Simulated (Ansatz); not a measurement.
Start from GeO2 in the rutile structure (space group P4_2/mnm, No. 136).

```yaml
crystal:
  lattice:
    - [4.42809, 0.00000, 0.00000]
    - [0.00000, 4.42809, 0.00000]
    - [0.00000, 0.00000, 2.88419]
  atoms:
    - { symbol: Ge, position: [0.00000, 0.00000, 0.00000] }
    - { symbol: Ge, position: [0.50000, 0.50000, 0.50000] }
    - { symbol: O, position: [0.30632, 0.30632, 0.00000] }
    - { symbol: O, position: [0.80632, 0.19368, 0.50000] }
    - { symbol: O, position: [0.19368, 0.80632, 0.50000] }
    - { symbol: O, position: [0.69368, 0.69368, 0.00000] }
```

Cartesian axes are those of the cell as printed.

Level of theory: Kohn–Sham DFT with the PBEsol functional, run in Ansatz (a program for electronic structure) with PAW and 420 eV plane waves, without spin-orbit coupling.

Strains are applied to the cell and any free atomic positions relax; under biaxial strain the out-of-plane vector relaxes too; under stress the whole cell relaxes.

One change was made to it. Results:

The valence-band top at Γ (three highest levels, from the VBM) becomes 0.00, -0.59, -0.85 eV (base: 0.00, -0.82, -0.82 eV); the gap character stays direct at Γ; the band gap hardly moves (1.57 eV against 1.56 eV).

Problem. Name the change that was made.
(A) strain tensor (xx, yy, zz, yz, xz, xy) = (−2.33, +1.44, +0.95, −0.53, +2.14, +1.23) %
(B) isotropic strain −5.42 %
(C) uniaxial stress, 5 GPa compression along z
(D) biaxial strain −1.97 %, plane normal [001], relaxed out of plane
(E) biaxial strain +4.62 %, plane normal [001], relaxed out of plane

Solution. A, strain tensor (xx, yy, zz, yz, xz, xy) = (−2.33, +1.44, +0.95, −0.53, +2.14, +1.23) %. For comparison, the band gap in the other runs: biaxial strain −1.97 %, plane normal [001], relaxed out of plane gives 1.77 eV; isotropic strain −5.42 % gives 4.02 eV; uniaxial stress, 5 GPa compression along z gives 1.69 eV; biaxial strain +4.62 %, plane normal [001], relaxed out of plane gives 1.32 eV.

Stability under load was not tested beyond the relaxation. k-point labels follow each cell's own Brillouin zone.
